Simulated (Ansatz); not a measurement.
# HfO2: energy and pressure over a range of volumes

One table from this session's results is given with a row withheld; the runs are named, their logs left out.

Method: DFT PBE, scalar-relativistic, in Ansatz 0.2.0.

### The starting structure

It takes space group Fm-3m (No. 225, cubic). The conventional cell has a = 5.115 Å, b = 5.115 Å, c = 5.115 Å, α = 90.00°, β = 90.00°, γ = 90.00°. Hf (site symmetry m-3m) has 8 O at 2.21 Å as nearest neighbours. O (site symmetry -43m) is surrounded by 4 Hf at 2.21 Å.

Structure file:

```cif
data_structure
_symmetry_space_group_name_H-M 'P 1'
_symmetry_Int_Tables_number 1
_cell_length_a 3.6169
_cell_length_b 3.6169
_cell_length_c 3.6169
_cell_angle_alpha 60.000
_cell_angle_beta 60.000
_cell_angle_gamma 60.000
_cell_volume 33.46
loop_
_atom_site_label
_atom_site_type_symbol
_atom_site_fract_x
_atom_site_fract_y
_atom_site_fract_z
_atom_site_occupancy
Hf1 Hf 0.00000 0.00000 0.00000 1
O1 O 0.25000 0.25000 0.25000 1
O2 O 0.75000 0.75000 0.75000 1
```

Atoms are numbered in the order of the input: Hf1, O2, O3.

Set-up of the first run:

Contents of input.yaml:

```yaml
crystal:
  lattice:
    - [0.0, 2.505291473, 2.505291473]
    - [2.505291473, 0.0, 2.505291473]
    - [2.505291473, 2.505291473, 0.0]
  atoms:
    - { symbol: Hf, position: [0.0, 0.0, 0.0] }
    - { symbol: O, position: [0.25, 0.25, 0.25] }
    - { symbol: O, position: [0.75, 0.75, 0.75] }
kpoints:
  mp_grid: { grid: [9, 9, 9] }
  band_path:
    path:
      - [0.0, 0.0, 0.0]
      - [0.5, 0.0, 0.5]
      - [0.625, 0.25, 0.625]
      - [0.375, 0.375, 0.75]
      - [0.0, 0.0, 0.0]
      - [0.5, 0.5, 0.5]
      - [0.5, 0.25, 0.75]
      - [0.5, 0.0, 0.5]
    npoints: 5
scf:
  occupations: { method: fermi_dirac, width: 0.01 }
hamiltonian:
  xc: pbe
  pseudopotentials: { kind: all_electron, lapw: { basis_error: 0.001 } }
output:
  forces: true
  stress: true
  eigenvalues: true
```

Launch:

```sh
ansatz run input.yaml --threads 1 --pin off --max-ram 4096MiB --backend cpu --events-out ev --progress --plain --runs-dir out
```

Among the steps run: Volume × 0.94, LAPW; Volume × 0.94, PAW; Volume × 0.94, crystal datasets; Volume × 0.98, LAPW; Volume × 0.98, PAW; Volume × 0.98, crystal datasets; Volume × 1.01, LAPW; Volume × 1.01, PAW; Volume × 1.01, crystal datasets; Volume × 1.04, LAPW; Volume × 1.04, PAW; Volume × 1.04, crystal datasets.

One table of the session follows, with a row left open; its other results are not shown here.

It belongs to the step «The equation of state». 

| method | volume (Å³/atom) | gap on the k mesh (eV) |
| --- | --- | --- |
| LAPW | 10.483 | 3.98 |
| LAPW | 10.929 | 3.87 |
| LAPW | 11.264 | 3.79 |
| LAPW | 11.598 | 3.72 |
| PAW | 10.483 | ? |
| PAW | 10.929 | 3.88 |
| PAW | 11.264 | 3.80 |
| PAW | 11.598 | 3.72 |
| crystal datasets | 10.483 | 3.98 |
| crystal datasets | 10.929 | 3.87 |
| crystal datasets | 11.264 | 3.79 |
| crystal datasets | 11.598 | 3.72 |

**Question.** Estimate the row for PAW, 10.483.

The run gave: gap on the k mesh (eV): 3.99. In the column «gap on the k mesh (eV)» it is the highest.

Limits of these values: Warnings in the runs' records: gradients without spin orbit, crystal datasets made.
